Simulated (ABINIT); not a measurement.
SrO in ABINIT: the effect of target pressure

Crystal: SrO.

```
Sr O
1.0
     0.00000    2.56630    2.56630
     2.56630    0.00000    2.56630
     2.56630    2.56630    0.00000
Sr O
1 1
Direct
  0.50000 0.50000 0.50000
  0.00000 0.00000 0.00000
```

Alike in all runs:

```yaml
Program: ABINIT 10.8.3 (patched build)
Task: relaxation of cell and atoms
Functional: PBE
Potentials_or_basis: JTH PAW PBE v2.0
Cutoff: 626 eV
k_mesh: 9 × 9 × 9
Occupations: fermi-dirac, width 0.05 eV
Spin: no spin polarisation
```

Each run relaxes the cell or the atoms first.

```csv
target pressure,relaxed volume (Å³/atom),gap on the mesh (eV)
0 GPa,17.50,3.38
5 GPa,?,?
10 GPa,15.91,3.33
20 GPa,14.86,3.23
30 GPa,14.08,3.10
```

Problem. What does the run with target pressure 5 GPa give?

Solution. Relaxed volume 16.60 Å³/atom; gap on the mesh 3.36 eV.

Worked out: In Murnaghan's law V^(-B') rises as a straight line in P. The other rows fit best with B' = 4.0, V0 = 17.50 Å³/atom and B0 = 87 GPa, which gives 16.61 Å³/atom at 5 GPa, against the run's 16.60. A parabola through the other rows of the gap on the mesh, of slope -0.0054 eV per GPa there, gives 3.36 eV, against the run's 3.36.

Caveats: an odd mesh through Γ misses points on the zone boundary, where band edges often lie; the volume moved by over 15 % at a fixed basis, so the end points are rough (some runs).
